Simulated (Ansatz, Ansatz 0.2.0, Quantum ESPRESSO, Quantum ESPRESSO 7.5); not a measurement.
# Lattice constant of A15 V3Co: PBEsol falls 1.9 % short of a compiled value

## Reference data

The reference is the cubic lattice constant of V3Co in the A15 structure, a = 4.68 Å, taken from a printed reference work on crystal structures of cobalt and nickel intermetallics. It is a compiled value; the method, the temperature and the composition of the sample are not given with it. The composition matters because A15 phases of transition metals can exist over a range of compositions and with some exchange of atoms between the two sites, and both change the cell. Our calculations describe the ideally ordered 3:1 compound. Differences of less than about 0.01 Å from the reference are not used to decide anything.

| compared with | measured | source's wording or label | method |
| --- | --- | --- | --- |
| a (Å) | 4.68 | cubic a | compiled value, method not stated |

Conditions are those given with the value in the passage it was taken from; "not stated" means there, and the paper may say more elsewhere. The values are a selection: others may have been left out beforehand as unlike or outlying.

## Method

We want the lattice constant a to within 0.5 % of the measured value, about 0.023 Å. That is a demanding but reasonable aim for a close-packed intermetallic, and it is fine enough to separate functionals that bind too strongly from those that do not.

The model is the eight-atom primitive cell in Pm-3n, without spin polarisation. Both sites are fixed by symmetry, so a is the only structural unknown. The starting cell, a = 4.621 Å, comes from earlier theory and is already 1.3 % shorter than the measured one; it serves as a starting point and not as evidence. Thermal expansion and zero-point motion should make a room-temperature cell roughly 0.2 to 0.3 % longer than the static one, so a sound static result would lie slightly below the reference.

We begin with PBEsol, a semilocal functional built for the equilibrium volumes of densely packed solids. LDA binds 3d metals too strongly, so we do not build on it. PBEsol also tends to give short cells in 3d metals, so an error on that side is the main risk. We shall check the k mesh first, then the potentials, and set r2SCAN beside the result for scale.

Plain PBE isn't shown in this study.

System: V3Co, A15; Pm-3n (No. 223), 8 atoms in the primitive cell; the database structure is a structure relaxed by earlier theory, not a measurement: a = 4.621 Å; structure from the Materials Project.

On the selection of runs and values: Further runs on this system are not shown.

## 1. PBEsol on two k meshes

A15 compounds often have sharp peaks in the density of states near the Fermi level, so the Brillouin-zone sampling is the first setting to secure. We relax the cell with PBEsol on a 6×6×6 and a 10×10×10 mesh, all else equal. We expect the two cells to agree far more closely than our target requires, and both to be shorter than the measured one.

**Run 1.** Ansatz 0.2.0: PBEsol, cell and atoms relaxed from the database structure, PAW set soft_2, cutoff 420 eV (default), 6x6x6 k mesh, Gaussian smearing 0.1 eV.

Key lines of the input:
```
crystal:
  # lattice and atoms
kpoints:
  mp_grid: { grid: [6, 6, 6] }
hamiltonian:
  xc: pbesol
scf:
  occupations: { method: gaussian, width: 0.1 }
output:
  forces: true
  stress: true
relax:
  adjacent_minimum: "off"
  f_tol: 0.005
  max_steps: 60
  cell: { stress_tol: 0.03 }
```

Command:
```
ansatz run input.yaml --threads 8 --pin off --max-ram 16384MiB --backend cpu --events-out ev --progress --plain --runs-dir out
```

Selected lines of the output:
```
    - [4.589827440874496, 0.0, 0.0]
```

Converged; 9.5 s on 8 cores of Arm Neoverse N1, shared host.

**Run 2.** Ansatz 0.2.0: PBEsol, cell and atoms relaxed from the database structure, PAW set soft_2, cutoff 420 eV (default), 10x10x10 k mesh, Gaussian smearing 0.1 eV.

Key lines of the input, as changed from run 1:
```diff
  kpoints:
-   mp_grid: { grid: [6, 6, 6] }
+   mp_grid: { grid: [10, 10, 10] }
```

Command:
```
ansatz run input.yaml --threads 4 --pin off --max-ram 16384MiB --backend cpu --events-out ev --progress --plain --runs-dir out
```

Selected lines of the output:
```
    - [4.590389404311568, 0.0, 0.0]
```

Converged; 61 s on 4 cores of AMD EPYC 7571, shared host.

| quantity | run 1 | run 2 | measured |
| --- | --- | --- | --- |
| a (Å) | 4.590 | 4.590 | 4.68 |
| conventional cell volume (Å³) | 96.69 | 96.73 |  |

The denser mesh lengthens a by only 0.0006 Å, so k-point sampling is settled for PBEsol at this target. The cell itself misses clearly: 4.590 Å is 0.090 Å, or 1.9 %, below the reference. We expected a short cell, but not one this short. Thermal expansion and zero-point motion would account for only a small part of the gap.

## 2. Cutoff and an independent code

Before blaming the functional or the reference, we test the rest of the PBEsol calculation. One run raises the plane-wave cutoff to 590 eV with the same potentials. The other repeats the relaxation in Quantum ESPRESSO with norm-conserving PseudoDojo potentials, which changes the program, the potentials and the smearing together. Both use the 6×6×6 mesh, which the first comparison has shown to be sufficient. A fault in the soft potentials could shift a by some tenths of a per cent; we do not expect it to explain the whole miss.

**Run 3.** Ansatz 0.2.0: PBEsol, cell and atoms relaxed from the database structure, PAW set soft_2, cutoff 590 eV, 6x6x6 k mesh, Gaussian smearing 0.1 eV.

Key lines of the input, as changed from run 1:
```diff
+ basis:
+   ecutwfc: 590.0
```

Selected lines of the output:
```
    - [4.589598623116589, 0.0, 0.0]
```

Converged; wall time 33 s.

**Run 4.** Quantum ESPRESSO 7.5: PBEsol, PseudoDojo norm-conserving potentials, cell and atoms relaxed from the database structure, cutoff 96 Ry, 6x6x6 k mesh, Marzari-Vanderbilt smearing 0.14 eV.

Key lines of the input:
```
! potential files: PseudoDojo norm-conserving potentials, made for PBEsol
&control
  calculation = 'vc-relax'
  forc_conv_thr = 2.0d-4
  etot_conv_thr = 1.0d-5
  nstep = 60
/
&system
  nat = 8
  ntyp = 2
  ecutwfc = 96
  nbnd = 73
  occupations = 'smearing'
  smearing = 'mv'
  degauss = 0.01029
/
&electrons
  conv_thr = 1.0d-8
  electron_maxstep = 100
  mixing_beta = 0.4
/
&ions
/
&cell
  press_conv_thr = 0.5
/
ATOMIC_SPECIES
  V 50.941 V.upf
  Co 58.933 Co.upf
[... cell and positions ...]
K_POINTS automatic
  6 6 6 0 0 0
```

Command:
```
OMP_NUM_THREADS=1 mpirun -n 4 pw.x -nk 4 -in relax.in > relax.out
```

Selected lines of the output:
```
CELL_PARAMETERS (angstrom)
   4.590258068   0.000000000   0.000000000
```

Converged; 5.4 min on 4 cores of Intel Xeon Platinum 8488C (Sapphire Rapids), shared host.

| quantity | run 3 | run 4 | measured |
| --- | --- | --- | --- |
| a (Å) | 4.590 | 4.590 | 4.68 |
| conventional cell volume (Å³) | 96.68 | 96.72 |  |
| final pressure (GPa) | – | −0.002 |  |

Neither check moves the cell noticeably. The higher cutoff and the Quantum ESPRESSO run both give a within 0.0005 Å of the first PBEsol result, a small fraction of our 0.023 Å margin. The short cell therefore belongs to PBEsol applied to the ordered, non-spin-polarised compound, and not to the soft potentials or the program. What remains in question is the functional, the neglect of spin polarisation, and how well the ideal crystal represents the sample behind the compiled value.

## 3. r2SCAN for scale

We now set r2SCAN beside PBEsol, as planned, on the same mesh and with the same family of potentials. As a meta-GGA it describes exchange and correlation differently, and it shows how far a change of functional shifts the cell. We expect a somewhat longer a than with PBEsol, though probably not long enough to close a gap of 0.090 Å.

**Run 5.** Ansatz 0.2.0: r2SCAN, cell and atoms relaxed from the database structure, PAW set soft_2, cutoff 500 eV (default), 6x6x6 k mesh, Gaussian smearing 0.1 eV.

Key lines of the input, as changed from run 1:
```diff
  hamiltonian:
-   xc: pbesol
+   xc: r2scan
```

Selected lines of the output:
```
    - [0.0, 0.0, 4.614918257897364]
```

Converged; 22 s on 4 cores of Arm Neoverse V2, shared host.

| quantity | run 5 | measured | deviation |
| --- | --- | --- | --- |
| a (Å) | 4.615 | 4.68 | −0.065 (−1.4 %) |
| conventional cell volume (Å³) | 98.29 |  |  |

r2SCAN lengthens the cell in the expected direction, by 0.025 Å relative to PBEsol, and gives a = 4.615 Å. That closes little more than a quarter of the gap. The remaining 0.065 Å, or 1.4 %, is still nearly three times our margin, so r2SCAN misses as well. The mesh, cutoff and program checks were made for PBEsol and do not carry over formally to r2SCAN; its value serves here to show the effect of this one change of functional, which is about as large as the target itself and well below the PBEsol miss.

## Comparison with experiment

| run | settings | a (Å) | deviation | cost |
| --- | --- | --- | --- | --- |
| 1 | Ansatz: PBEsol, PAW set soft_2, cutoff 420 eV (default), 6x6x6 k mesh, Gaussian smearing 0.1 eV | 4.590 | −0.090 (−1.9 %) | 76 core-s |
| 2 | Ansatz: PBEsol, PAW set soft_2, cutoff 420 eV (default), 10x10x10 k mesh, Gaussian smearing 0.1 eV | 4.590 | −0.090 (−1.9 %) | 4.1 core-min |
| 3 | Ansatz: PBEsol, PAW set soft_2, cutoff 590 eV, 6x6x6 k mesh, Gaussian smearing 0.1 eV | 4.590 | −0.090 (−1.9 %) | 2.2 core-min |
| 4 | Quantum ESPRESSO: PBEsol, PseudoDojo norm-conserving potentials, cutoff 96 Ry, 6x6x6 k mesh, Marzari-Vanderbilt smearing 0.14 eV | 4.590 | −0.090 (−1.9 %) | 22 core-min |
| 5 | Ansatz: r2SCAN, PAW set soft_2, cutoff 500 eV (default), 6x6x6 k mesh, Gaussian smearing 0.1 eV | 4.615 | −0.065 (−1.4 %) | 87 core-s |
|  | measured | 4.68 |  |  |

Further runs on the same system, made beside this series (convergence steps with loose settings among them):

| further | settings | a (Å) | deviation | cost |
| --- | --- | --- | --- | --- |
| F1 | Ansatz: r2SCAN+rVV10, PAW set soft_2, cutoff 500 eV (default), 6x6x6 k mesh, Gaussian smearing 0.1 eV | 4.604 | −0.076 (−1.6 %) | 1.9 core-min |
| F2 | Ansatz: PBEsol+D3(BJ), PAW set soft_2, cutoff 420 eV (default), 6x6x6 k mesh, Gaussian smearing 0.1 eV | 4.535 | −0.145 (−3.1 %) | 2.4 core-min |
| F3 | Ansatz: BLYP+D3(BJ), PAW set soft_2, cutoff 420 eV (default), 6x6x6 k mesh, Gaussian smearing 0.1 eV | 4.553 | −0.127 (−2.7 %) | 2.3 core-min |
| F4 | Ansatz: BLYP, PAW set soft_2, cutoff 420 eV (default), 6x6x6 k mesh, Gaussian smearing 0.1 eV | 4.697 | +0.017 (+0.4 %) | 2.8 core-min |
| F5 | Ansatz: LDA, PAW set soft_2, cutoff 420 eV (default), 6x6x6 k mesh, Gaussian smearing 0.1 eV | 4.545 | −0.135 (−2.9 %) | 2.1 core-min |
| F6 | Ansatz: r2SCAN, PAW set soft_2, cutoff 500 eV (default), 4x4x4 k mesh, Gaussian smearing 0.1 eV | 4.614 | −0.066 (−1.4 %) | under 1 core-min |
| F7 | Ansatz: PBEsol, PAW set soft_2, cutoff 420 eV (default), 4x4x4 k mesh, Gaussian smearing 0.1 eV | 4.589 | −0.091 (−1.9 %) | under 1 core-min |
| F8 | Ansatz: PBEsol, PseudoDojo norm-conserving pseudopotentials, cutoff 1306 eV (default), 6x6x6 k mesh, Gaussian smearing 0.1 eV | 4.590 | −0.090 (−1.9 %) | 8.7 core-min |
|  | measured | 4.68 |  |  |

## Discussion

PBEsol misses the target of 0.5 %. It gives a = 4.590 Å for ordered V3Co, 0.090 Å or 1.9 % below the compiled 4.68 Å, at a cost of 76 core-seconds. r2SCAN comes closer but also misses, by 1.4 %.

The PBEsol number itself is secure. A denser mesh, a higher cutoff and a second program with other potentials all leave it in place. The Quantum ESPRESSO run mattered most, because it ruled out the soft potentials and the program as the cause; the separate cutoff run added little.

Thermal expansion and zero-point motion would lengthen the static cell by roughly 0.01 Å, which leaves about 0.08 Å for PBEsol. Its known tendency to give short cells in 3d metals has the right sign and may account for a good part of this. A vanadium-rich sample would probably also have a longer cell, since vanadium is the larger atom, but the composition behind the reference is not given. Magnetic moments, if present, could act in the same direction. We cannot apportion the rest among these causes.

Among the further runs, BLYP lies within the target at +0.4 %. We do not take this as a better description: BLYP generally makes metals too large, and the thermal and zero-point correction would move it further from the reference, to about the limit or beyond. Adding D3(BJ) shortens the BLYP cell to 2.7 % below the reference, and it worsens PBEsol too.

A comparison with plain PBE, which usually gives longer cells than PBEsol, would help to judge the functional's share of the miss. A measured cell with known composition would be just as useful.

[Logs are printed without paths, hosts, clocks, repeated set-up lines and the standing remarks that a program may print on its own settings, such as how far it seeks lower states.]

[The runs shown are a pick from a larger set of finished runs; failed, doubtful and other runs were left out of it ahead of writing. So were measured values far from every level or from commonly accepted values, and agreement can look better than it is. Lines of input and output are excerpts and may be shortened.]
